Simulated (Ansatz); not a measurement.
Structure types of Si2Mo were relaxed at one common pressure (all-electron LAPW in Ansatz 0.2.0 under PBE, scalar-relativistic, no spin polarisation, zero temperature). They take these volumes:

| type | space group | V (Å³/atom) |
| --- | --- | --- |
| MoSi2 | I4/mmm | 9.45 |
| fluorite | Fm-3m | 10.45 |
| AlB2 | P6/mmm | 9.46 |

Task: At about which pressure, and is the densest type also the lowest in enthalpy?

Result: 160 GPa. The densest types tie within 0.02 Å³/atom, and MoSi2 is the lowest in enthalpy.
